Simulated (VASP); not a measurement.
# Co (P6_3/mmc) in VASP: elastic constants with LDA

Aim: the elastic constants of Co with LDA.

Everything below comes from runs of VASP 6.6.1. Logs are shortened: lines on timing, memory, paths and dates and some standing lists are left out, and cuts for length are marked.

## Step 1: The crystal as given

Symmetry: P6_3/mmc, No. 194, hexagonal system. Conventional cell: a = 2.507 Å, b = 2.507 Å, c = 4.070 Å, α = 90.00°, β = 90.00°, γ = 120.00°. Co (site symmetry -6m2) is surrounded by 12 Co at 2.50 to 2.51 Å.

## Step 2: Elastic constants, LDA, collinear spin, ferromagnetic start

POSCAR

```
Co
1.0
    2.5070000000      0.0000000000      0.0000000000
   -1.2535000000      2.1711256900      0.0000000000
    0.0000000000      0.0000000000      4.0700000000
Co
2
Direct
    0.3333333300      0.6666666700      0.2500000000
    0.6666666700      0.3333333300      0.7500000000
```

INCAR.step1

```
PREC = Accurate
ENCUT = 350
EDIFF = 1E-8
ISMEAR = 0
SIGMA = 0.1
LREAL = False
LASPH = True
NELM = 120
ALGO = Fast
ISIF = 3
LWAVE = False
LCHARG = False
ISPIN = 2
MAGMOM = 2 2
LORBIT = 11
LMAXMIX = 4
GGA = CA
IBRION = 2
NSW = 40
EDIFFG = -0.002
```

INCAR.step2

```
PREC = Accurate
ENCUT = 350
EDIFF = 1E-8
ISMEAR = 0
SIGMA = 0.1
LREAL = False
LASPH = True
NELM = 120
ALGO = Fast
ISIF = 3
LWAVE = False
LCHARG = False
ISPIN = 2
MAGMOM = 2 2
LORBIT = 11
LMAXMIX = 4
GGA = CA
IBRION = 6
NFREE = 2
POTIM = 0.015
NSW = 1
```

KPOINTS

```
Automatic mesh
0
Gamma
  21 21 10
```

Potentials or basis: VASP PAW LDA potentials, release 64 (Co).

On the command line:

```console
> cat potpaw_LDA.64/Co/POTCAR > POTCAR
> cp INCAR.step1 INCAR
> mpirun -np 1 vasp_std > vasp.out
> cp CONTCAR POSCAR
> cp INCAR.step2 INCAR
> mpirun -np 1 vasp_std > vasp.out
```

OUTCAR:

```text
PREC = Accurate
   ENCUT = 350
   EDIFF = 1E-8
   ISMEAR = 0
   LREAL = False
   LASPH = True
   NELM = 120
   ISIF = 3
   ISPIN = 2
   LORBIT = 11
   GGA = CA
   IBRION = 6
   NFREE = 2
   POTIM = 0.015
   NSW = 1

 ion  position               nearest neighbor table
   1  0.333  0.667  0.250-   2 2.40   2 2.40   2 2.40   2 2.40   2 2.40   2 2.40
   2  0.667  0.333  0.750-   1 2.40   1 2.40   1 2.40   1 2.40   1 2.40   1 2.40

  LATTYP: Found a hexagonal cell.
 ALAT       =     2.4249116625
 C/A-ratio  =     1.6116120906

  Lattice vectors:

 A1 = (   2.4249116625,   0.0000000000,   0.0000000000)
 A2 = (  -1.2124558312,   2.1000351041,   0.0000000000)
 A3 = (   0.0000000000,   0.0000000000,   3.9080169538)

Analysis of symmetry for initial positions (statically):
=====================================================================
 Subroutine PRICEL returns:
 Original cell was already a primitive cell.

 Routine SETGRP: Setting up the symmetry group for a
 hexagonal supercell.

 Subroutine GETGRP returns: Found 24 space group operations
 (whereof 12 operations were pure point group operations)
 out of a pool of 24 trial point group operations.

The static configuration has the point symmetry D_3d.
 The point group associated with its full space group is D_6h.

Analysis of symmetry for dynamics (positions and initial velocities):
=====================================================================
 Subroutine PRICEL returns:
 Original cell was already a primitive cell.

 Routine SETGRP: Setting up the symmetry group for a
 hexagonal supercell.

 Subroutine GETGRP returns: Found 24 space group operations
 (whereof 12 operations were pure point group operations)
 out of a pool of 24 trial point group operations.

The dynamic configuration has the point symmetry D_3d.
 The point group associated with its full space group is D_6h.

Analysis of structural, dynamic, and magnetic symmetry:
=====================================================================
 Subroutine PRICEL returns:
 Original cell was already a primitive cell.

 Routine SETGRP: Setting up the symmetry group for a
 hexagonal supercell.

 Subroutine GETGRP returns: Found 24 space group operations
 (whereof 12 operations were pure point group operations)
 out of a pool of 24 trial point group operations.

The overall configuration has the point symmetry D_3d.
 The point group associated with its full space group is D_6h.

 Subroutine INISYM returns: Found 24 space group operations
 (whereof 12 operations are pure point group operations),
 and found     1 'primitive' translations

----------------------------------------------------------------------------------------

                                     Primitive cell

  volume of cell :      19.9012

  direct lattice vectors                    reciprocal lattice vectors
     2.424911662  0.000000000  0.000000000     0.412386156  0.238091258  0.000000000
    -1.212455831  2.100035104  0.000000000     0.000000000  0.476182516  0.000000000
     0.000000000  0.000000000  3.908016954     0.000000000  0.000000000  0.255884253

  length of vectors
     2.424911662  2.424911665  3.908016954     0.476182517  0.476182516  0.255884253

  position of ions in fractional coordinates (direct lattice)
     0.333333330  0.666666670  0.250000000
     0.666666670  0.333333330  0.750000000

  ion indices of the primitive-cell ions
   primitive index   ion index
                 1           1
                 2           2

----------------------------------------------------------------------------------------

 KPOINTS: Automatic mesh

Automatic generation of k-mesh.
 Grid dimensions read from file:
 generate k-points for:   21   21   10

 Generating k-lattice:

  Cartesian coordinates                     Fractional coordinates (reciprocal lattice)
     0.019637436  0.011337679  0.000000000     0.047619048  0.000000000  0.000000000
     0.000000000  0.022675358  0.000000000     0.000000000  0.047619048  0.000000000
     0.000000000  0.000000000  0.025588425     0.000000000  0.000000000  0.100000000

  Length of vectors
     0.022675358  0.022675358  0.025588425

  Shift w.r.t. Gamma in fractional coordinates (k-lattice)
     0.000000000  0.000000000  0.000000000

[... 99 lines left out ...]
  ---------------------------------------------------
  free energy    TOTEN  =       -16.27037115 eV

  energy without entropy =      -16.26160013  energy(sigma->0) =      -16.26598564

------------------------ aborting loop because EDIFF is reached ----------------------------------------

  FORCE on cell =-STRESS in cart. coord.  units (eV):
  Direction    XX          YY          ZZ          XY          YZ          ZX
  --------------------------------------------------------------------------------------
  -------------------------------------------------------------------------------------
  Total        0.0216875      0.0216875      0.0210554      0.0000000      0.0000000      0.0000000
  in kB        1.7459895      1.7459895      1.6951017      0.0000000      0.0000000      0.0000000
  external PRESSURE =       1.7290269 kB  Pullay stress =       0.0000000 kB
[... 89 lines left out ...]
  FREE ENERGIE OF THE ION-ELECTRON SYSTEM (eV)
  ---------------------------------------------------
  free  energy   TOTEN  =       -16.2630973796 eV

  energy  without entropy=      -16.2538059471  energy(sigma->0) =      -16.25845166

[... ionic steps 4 to 14 ...]

--------------------------------------- Ionic step       15  -------------------------------------------

 number of electron      17.9999982 magnetization       2.9843433

------------------------ aborting loop because EDIFF is reached ----------------------------------------
[... 67 lines left out ...]
--------------------------------------- Ionic step       17  -------------------------------------------

 number of electron      17.9999990 magnetization       2.9844358

 Free energy of the ion-electron system (eV)
  ---------------------------------------------------
  ext. energy  EPLUGINS =         0.00000000
  ---------------------------------------------------
  free energy    TOTEN  =       -16.26929921 eV

  energy without entropy =      -16.26052760  energy(sigma->0) =      -16.26491340

 E-fermi :  11.1739     XC(G=0): -14.2540

 val. band max:       11.1695670677   @ k =   0.1905   0.1905   0.1000
 cond. band min:      11.1785540015   @ k =   0.2381   0.0952   0.0000
 fundamental gap:      0.0089869337
 Fermi energy:        11.1739276493

 spin component 1

 k-point     1 :       0.0000    0.0000    0.0000
  band No.  band energies     occupation
      1       1.7799      1.00000
      2       5.7205      1.00000
      3       8.6249      1.00000
      4       8.6314      1.00000
      5       8.6314      1.00000
      6       9.0022      1.00000
      7       9.0022      1.00000
      8       9.4052      1.00000
      9       9.4052      1.00000
     10      10.7004      1.00000
     11      10.7004      1.00000
     12      11.1317      0.72470
     13      18.5022      0.00000
     14      33.8650      0.00000
[... 403 lines left out ...]
      4       7.6763      1.00000
      5       8.6588      1.00000
      6       8.7129      1.00000
      7       9.2423      1.00000
      8       9.4577      1.00000
      9       9.7573      1.00000
     10      10.1102      1.00000
     11      10.8533      1.00000
     12      16.1777      0.00000
     13      18.9388      0.00000
     14      25.3501      0.00000
     15      27.9122      0.00000

 [... further k-points ...]

 spin component 2

 k-point     1 :       0.0000    0.0000    0.0000
  band No.  band energies     occupation
      1       1.9667      1.00000
      2       6.5886      1.00000
      3      10.0014      1.00000
      4      10.0014      1.00000
      5      10.0044      1.00000
      6      10.4173      1.00000
      7      10.4173      1.00000
      8      10.8720      0.99999
      9      10.8720      0.99999
     10      11.3076      0.02936
     11      12.2655      0.00000
     12      12.2655      0.00000
     13      19.4442      0.00000
     14      33.9153      0.00000
[... 444 lines left out ...]
  FREE ENERGIE OF THE ION-ELECTRON SYSTEM (eV)
  ---------------------------------------------------
  free  energy   TOTEN  =       -16.2692992065 eV

  energy  without entropy=      -16.2605275960  energy(sigma->0) =      -16.26491340

 INTERNAL STRAIN TENSORS FROM STRAINED CELLS
 ============================================

 INTERNAL STRAIN TENSOR FOR ION    1 for displacements in x,y,z  (eV/Angst):
          X           Y           Z          XY          YZ          ZX
  --------------------------------------------------------------------------------
  x     0.00000     0.00000    -0.00000    -2.92360     0.00000     0.00000
  y    -2.92062     2.91516     0.00000     0.00003     0.00004    -0.00006
  z     0.00000    -0.00000     0.00000     0.00000     0.01533    -0.00000

 INTERNAL STRAIN TENSORS FROM DISPLACED ATOMS
 ============================================

 INTERNAL STRAIN TENSOR FOR ION    1 for displacements in x,y,z  (eV/Angst):
          X           Y           Z          XY          YZ          ZX
  --------------------------------------------------------------------------------
  x     0.00000     0.00000     0.00000    -2.92145     0.00000     0.00000
  y    -2.92145     2.92145    -0.00000     0.00000     0.00000     0.00000
  z     0.00000     0.00000     0.00000     0.00000    -0.00000     0.00000

 INTERNAL STRAIN TENSOR FOR ION    2 for displacements in x,y,z  (eV/Angst):
          X           Y           Z          XY          YZ          ZX
  --------------------------------------------------------------------------------
  x     0.00000     0.00000     0.00000     2.92145     0.00000     0.00000
  y     2.92145    -2.92145     0.00000     0.00000     0.00000     0.00000
  z    -0.00000    -0.00000    -0.00000     0.00000     0.00000     0.00000

 Eigenvectors and eigenvalues of the dynamical matrix
 ----------------------------------------------------

   1 f  =    8.901712 THz    55.931104 2PiTHz  296.929142 cm-1    36.814505 meV
             X         Y         Z           dx          dy          dz
     -0.000000  1.400023  0.977004     0.000000    0.000000    0.707107
      1.212456  0.700012  2.931013     0.000000    0.000000   -0.707107
[... 16 lines left out ...]
   5 f  =    0.000000 THz     0.000000 2PiTHz    0.000000 cm-1     0.000000 meV
             X         Y         Z           dx          dy          dz
     -0.000000  1.400023  0.977004     0.000000    0.000000    0.707107
      1.212456  0.700012  2.931013     0.000000    0.000000    0.707107

   6 f/i=    0.000000 THz     0.000000 2PiTHz    0.000002 cm-1     0.000000 meV
             X         Y         Z           dx          dy          dz
     -0.000000  1.400023  0.977004    -0.667910   -0.232157    0.000000
      1.212456  0.700012  2.931013    -0.667910   -0.232157    0.000000

--------------------------------------------------------------------------------------------------------

 ELASTIC MODULI CONTR FROM IONIC RELAXATION (kBar)
 Direction    XX          YY          ZZ          XY          YZ          ZX
 --------------------------------------------------------------------------------
 XX        -213.5420    213.5420     -0.0000     -0.0000      0.0000      0.0000
 YY         213.5420   -213.5420      0.0000      0.0000     -0.0000      0.0000
 ZZ          -0.0000      0.0000     -0.0000     -0.0000      0.0000      0.0000
 XY          -0.0000      0.0000     -0.0000   -213.5420      0.0000      0.0000
 YZ           0.0000     -0.0000      0.0000      0.0000     -0.0000      0.0000
 ZX           0.0000      0.0000      0.0000      0.0000      0.0000      0.0000
 --------------------------------------------------------------------------------

 TOTAL ELASTIC MODULI (kBar)
 Direction    XX          YY          ZZ          XY          YZ          ZX
 --------------------------------------------------------------------------------
 XX        4553.2454   2093.7004   1504.1888     -0.0000      0.0000      0.0000
 YY        2093.7004   4553.2454   1504.1888      0.0000     -0.0000      0.0000
 ZZ        1504.1888   1504.1888   5068.7377     -0.0000      0.0000     -0.0000
 XY          -0.0000      0.0000     -0.0000   1229.7725     -0.0000     -0.0000
 YZ          -0.0000     -0.0000      0.0000      0.0000   1174.5922      0.0000
 ZX           0.0000     -0.0000     -0.0000      0.0000      0.0000   1174.5923
 --------------------------------------------------------------------------------

 total charge

# of ion       s       p       d       tot
------------------------------------------
    1        0.526   0.596   7.334   8.456
    2        0.526   0.596   7.334   8.456
--------------------------------------------------
tot          1.052   1.192  14.667  16.912

 magnetization (x)

# of ion       s       p       d       tot
------------------------------------------
    1       -0.013  -0.040   1.538   1.485
    2       -0.013  -0.040   1.538   1.485
--------------------------------------------------
tot         -0.027  -0.080   3.076   2.969
```

Wall time 44 min (1 thread of AMD EPYC 9R14 (Zen 4), shared host); peak memory 0.71 GiB.

What came out:

| Property | Result |
| --- | --- |
| Relaxed volume | 9.95 Å³/atom |
| Relaxed cell | a = 2.425 Å, b = 2.425 Å, c = 3.908 Å, α = 90.00°, β = 90.00°, γ = 120.00° |
| Space group after relaxing (to 0.05 Å) | P6_3/mmc (No. 194) |
| Net moment | 2.98 μB per cell |
| Site moments | Co +1.49 μB |
| Valence electrons inside the program's atomic spheres | Co 8.46 |
| Voigt bulk modulus | 271 GPa |
| Highest phonon frequency at Γ | 297 cm⁻¹ |

The path:
| step | energy change (eV) | largest force (eV/Å) | pressure (GPa) | volume (Å³) |
| --- | --- | --- | --- | --- |
| 1 | 0.0000 | 0.0000 | -22.83 | 22.15 |
| 2 | 0.1218 | 0.0000 | 41.37 | 17.47 |
| 3 | -0.1780 | 0.0000 | -1.36 | 20.00 |
| 4 | -0.1785 | 0.0000 | -0.04 | 19.91 |
| 5 | -0.1784 | 0.0000 | 0.56 | 19.86 |
| 6 | -0.1787 | 0.0000 | -0.67 | 19.95 |
| 7 | -0.1788 | 0.0000 | -0.31 | 19.93 |
| 8 | -0.1788 | 0.0000 | 0.13 | 19.89 |
| 9 | -0.1788 | 0.0000 | 0.00 | 19.90 |

Final structure:
```
CELL_PARAMETERS angstrom
2.42491 0.00000 0.00000
-1.21246 2.10004 0.00000
0.00000 0.00000 3.90802
ATOMIC_POSITIONS crystal
Co 0.33333 0.66667 0.25000
Co 0.66667 0.33333 0.75000
```

Phonon frequencies in cm⁻¹ (negative: imaginary):
| q point | frequencies |
| --- | --- |
| (0.000, 0.000, 0.000) | 0 0 0 172 172 297 |

Elastic tensor in Voigt notation (GPa, in the Cartesian axes of the cell as first typed):
```
455 209 150   0   0   0
209 455 150   0   0   0
150 150 507   0   0   0
  0   0   0 117   0   0
  0   0   0   0 117   0
  0   0   0   0   0 123
```

Clamped-ion elastic tensor (GPa):
```
477 188 150   0   0   0
188 477 150   0   0   0
150 150 507   0   0   0
  0   0   0 117   0   0
  0   0   0   0 117   0
  0   0   0   0   0 144
```
